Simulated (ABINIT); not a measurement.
Crystal: HfC.

```xyz
2
Lattice="-1.3967 2.4972 1.8473 1.3967 -2.4972 1.8473 1.3967 2.4972 -1.8473" Properties=species:S:1:pos:R:3 pbc="T T T"
Hf    0.0000    0.0000    3.6382
C     0.0000    2.4972    0.6630
```

The cell was built by a generator and needn't be a form met in nature.

Base run:

```yaml
Program: ABINIT 10.8.3 (patched build)
Functional: PBEsol
Potentials_or_basis: PseudoDojo NC SR PBEsol v0.4.1 standard
Cutoff: 1116 eV
k_mesh: 9 × 9 × 9
Occupations: fermi-dirac, width 0.05 eV
Spin: no spin polarisation
```

Its results: band gap on the k mesh 0.52 eV, indirect (least direct gap 0.99 eV); pressure 60.1 GPa; largest force 11.282 eV/Å.

Question: The run is repeated on the same cell with these changes: functional from PBEsol to LDA; potentials or basis from PseudoDojo NC SR PBEsol v0.4.1 standard to JTH PAW LDA v2.0; cutoff from 1116 eV to 517 eV. What comes out?

Answer: Band gap on the k mesh 0.47 eV, indirect (least direct gap 0.95 eV); pressure 55.4 GPa; largest force 11.163 eV/Å.

Caveats: a pressure of tens of GPa on the cell as given is suspect, and the run, the potentials or the cell itself is likely at fault; spin-orbit coupling is left out, which moves the levels of the heavy elements; an odd mesh through Γ misses points on the zone boundary, where band edges often lie; forces of over 1 eV/Å show positions far from the minimum, so gaps and moduli don't describe the material at rest; the atomic spheres overlap (some runs).
